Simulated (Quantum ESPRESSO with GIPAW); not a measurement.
# 17O shielding of HfO2 under strain

GIPAW runs (PBEsol, plane-wave PAW from pslibrary 1.0.0 recipes, cutoffs 55 and 330 Ry, one 5×5×4 mesh for all shielding runs; Quantum ESPRESSO with GIPAW, a patched development version; no spin-orbit coupling, no macroscopic shape term) on HfO2, space group P4_2/nmc before straining. The cell below is strained along the z axis of the cell given, with the other two held, and the atoms are relaxed in pw.x at each strain, zero included.

```xyz
6
Lattice="3.5580 0.0000 0.0000 0.0000 3.5580 0.0000 0.0000 0.0000 5.1719" Properties=species:S:1:pos:R:3 pbc="T T T"
Hf    0.0000    0.0000    0.0000
Hf    1.7790    1.7790    2.5859
O     0.0000    1.7790    0.9997
O     1.7790    0.0000    1.5862
O     1.7790    0.0000    4.1722
O     0.0000    1.7790    3.5856
```

The cell is a computed entry of the Materials Project; it need not be the form that is stable at ambient conditions.

The bonds are those of O (atom 3; bound to Hf4). One row is withheld.

```csv
strain (%),mean bond (Å),σ_iso Hf (ppm),σ_iso O (ppm),span O (ppm)
-2,2.1940,5054.40,-108.87,89.5
-1.5,2.1985,5034.63,-108.92,94.9
-1,2.2030,?,?,?
0,2.2121,4975.29,-109.84,112.0
+0.5,2.2166,4956.19,-110.43,117.7
+1,2.2213,4936.67,-111.07,123.8
+2,2.2306,4898.72,-112.67,136.1
```

**Task.** Fit σ_iso of O against strain, judge whether a straight line is enough, and predict the withheld row at -1 %.

1. With n = 6: Σx = 0.000, Σy = -661.80, Σx² = 11.5000, Σxy = -10.505.

2. Slope b = (nΣxy − ΣxΣy)/(nΣx² − (Σx)²) = -0.91 ppm per %, intercept a = (Σy − bΣx)/n = -110.30 ppm.

3. Residuals (run less line), in the order of the table: -0.40, +0.01, +0.46, +0.33, +0.14, -0.54 ppm. They bend in one sense; the largest is 14.3 % of the range of σ, so a quadratic term is needed: σ = -109.87 − 0.957 x − 0.225 x², with residuals of 0.03 ppm or less.

4. At -1 % (inside the fitted range) the line gives -109.39 ppm and the parabola -109.14 ppm.

5. The run gives:

```csv
strain (%),mean bond (Å),σ_iso Hf (ppm),σ_iso O (ppm),span O (ppm)
-1,2.2030,5014.83,-109.10,100.5
```

Prediction less run: the line misses by -0.29 ppm, the parabola by -0.04 ppm. By the parabola, a strain of +1 % changes σ of O by -1.18 ppm and one of −1 % by +0.73 ppm; the mean slope is -0.91 ppm per %, or 1.0 ppm for 0.01 Å of mean bond length. The shift moves the opposite way, scaled by the slope of a reference line. Over the table σ of Hf goes from 5054.40 to 4898.72 ppm. Zero strain is the database's lattice with relaxed atoms, not this functional's rest cell, and neither cutoff nor mesh was tested for the slopes. The omitted shape term, common to all sites, changes with strain too. This build of gipaw.x prints that it is not audited and that its numbers are no references by themselves. The relaxations ran on cheaper settings and stop at small residual forces, which adds noise that small residuals can't be told from. 17O is quadrupolar, so a real line also moves with the field gradient, which is not computed here. pw.x warned of eigenvalues not converged in some cycles of these runs, which then met the threshold.

[Banner, clock, file and message-heading lines were taken out of the pw.x and gipaw.x logs.]

[Logs are printed without paths, hosts, clocks, repeated set-up lines and the standing remarks that a program may print on its own settings, such as how far it seeks lower states.]

[Hosts, paths, dates, database ids (printed as entryN), source tags and the programs' standing remarks are cut or masked in the printed files.]
